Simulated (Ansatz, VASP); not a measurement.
## NiO in VASP and in Ansatz

INCAR

```
PREC = Accurate
ENCUT = 520
EDIFF = 1E-7
ISMEAR = -1
SIGMA = 0.05
LREAL = False
LASPH = True
NELM = 150
ALGO = Normal
ISIF = 2
LWAVE = False
LCHARG = False
ISPIN = 2
MAGMOM = 1 0
LORBIT = 11
LMAXMIX = 4
GGA = RE
NBANDS = 19
```

KPOINTS

```
regular mesh
0
Gamma
  11 11 11
```

File POSCAR:

```
NiO
1.0
    0.0000000000      2.0859016414      2.0859016414
    2.0859016414      0.0000000000      2.0859016414
    2.0859016414      2.0859016414      0.0000000000
Ni O
1 1
Direct
    0.0000000000      0.0000000000      0.0000000000
    0.5000000000      0.5000000000      0.5000000000
```

File input.yaml:

```yaml
crystal:
  lattice:
    - [0.0, 2.0859016414, 2.0859016414]
    - [2.0859016414, 0.0, 2.0859016414]
    - [2.0859016414, 2.0859016414, 0.0]
  atoms:
    - { symbol: Ni, position: [0.0, 0.0, 0.0], spin: 1.0 }
    - { symbol: O, position: [0.5, 0.5, 0.5] }
hamiltonian:
  xc: revpbe
  pseudopotentials: { kind: paw }
magnetization:
  spin_polarized: true
kpoints:
  mp_grid: { grid: [11, 11, 11] }
scf:
  occupations: { method: fermi_dirac, width: 0.05 }
output:
  forces: true
  stress: true
  eigenvalues: true
```

Alike in both runs: task single point; functional revPBE; k mesh 11 × 11 × 11; occupations fermi-dirac, width 0.05 eV; collinear spin.

```csv
,VASP,Ansatz
version,VASP 6.6.1,Ansatz 0.2.0
potentials or method,"VASP PAW PBE potentials, release 64 (Ni, O)",Ansatz PAW
plane-wave cutoff (eV),520,420
valence electrons in the cell,16,24
```

Ansatz gave:

```
gap on the k mesh at the Fermi level (eV)                     : none
pressure (GPa)                                                : 11.2
net moment per atom (μB)                                      : 0.90
size of the moment on the site where the two differ most (μB) : 0.29
```

Task: Estimate VASP's values.

Result: gap on the k mesh at the Fermi level (eV): none; pressure (GPa): 10.9; net moment per atom (μB): 0.89; size of the moment on the site where the two differ most (μB): 0.27.

Site moments also hang on the region over which each program counts them. A gap of «none» marks a metal or a gap that the smearing closes. The functional is the same, so the differences come from potentials, cutoffs and numerics. The two sets of potentials don't hold the same shells in valence.

Caveats: a cell with one magnetic atom can't hold antiferromagnetic order, which such compounds often take; semilocal functionals often make such compounds metallic where correlation or magnetic order opens a gap, which also shifts bond lengths; the PAW data sets were made with another functional, which shifts forces and pressure a little (VASP); the pressure holds a Pulay correction of +0.7 GPa for the finite cutoff (Ansatz); the PAW data sets come from PBE, with cores solved anew for the run's functional, which leaves a small shift of forces and pressure (Ansatz).
